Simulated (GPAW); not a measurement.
## ZrO2 in GPAW: the effect of potentials

ZrO2:

```
CELL_PARAMETERS angstrom
3.59610 0.00000 0.00000
0.00000 3.59610 0.00000
0.00000 0.00000 5.17700
ATOMIC_POSITIONS crystal
Zr 0.50000 0.50000 0.50000
Zr 0.00000 0.00000 0.00000
O 0.50000 0.00000 0.79700
O 0.50000 0.00000 0.29700
O 0.00000 0.50000 0.70300
O 0.00000 0.50000 0.20300
```

Alike in all runs:

- Program: GPAW 26.7.0
- Task: single point
- Functional: LDA
- Cutoff: 800 eV
- Basis: pw
- k mesh: 7 × 7 × 5
- Occupations: fermi-dirac, width 0.05 eV
- Spin: no spin polarisation

```tsv
potentials	gap on the mesh (eV)	pressure (GPa)	largest force (eV/Å)
GPAW stock	3.91	-10.5	0.18
PAW data sets made by gpaw-setup for the functional	3.91	-10.5	0.18
JTH PAW 2.0	?	?	?
```

Task: What does the run with potentials JTH PAW 2.0 give?

Result: gap on the mesh 3.90 eV; pressure -8.5 GPa; largest force 0.09 eV/Å.

Caveats: an odd mesh through Γ misses points on the zone boundary, where band edges often lie; the program truncates these outside data sets (some runs).
